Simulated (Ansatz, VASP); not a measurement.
## Two plane-wave programs on Ba

```
Ba
1.0
     7.32655    0.00000    0.00000
    -3.66327    6.34498    0.00000
     0.00000    0.00000    4.28245
Ba
3
Cartesian
  0.0000 0.0000 0.0000
  0.0000 4.2300 2.1412
  3.6633 2.1150 2.1412
```

Alike in both runs: functional r2SCAN; k mesh 9 × 9 × 12; occupations gaussian, width 0.1 eV; no spin polarisation.

Ansatz relaxed the structure, and its values are those at the end. VASP's run is a single point on that final structure, the one shown.

```csv
,VASP,Ansatz
version,VASP 6.6.1,Ansatz 0.2.0
potentials or method,"VASP PAW PBE potentials, release 64 (Ba_sv)","scalar-relativistic, plane waves, PAW"
plane-wave cutoff (eV),520,500
valence electrons in the cell,30,30
```

|  | VASP | Ansatz | Ansatz less VASP |
| --- | --- | --- | --- |
| gap on the k mesh at the Fermi level (eV) | none | none | - |
| pressure (GPa) | 0.0 | 0.0 | -0.04 |

A gap of «none» marks a metal or a gap that the smearing closes. The functional is the same, so the differences come from potentials, cutoffs and numerics.

Caveats: the PAW data sets were made with another functional, which shifts forces and pressure a little (VASP). The runs have no spin-orbit coupling, so splittings on Ba are missing.
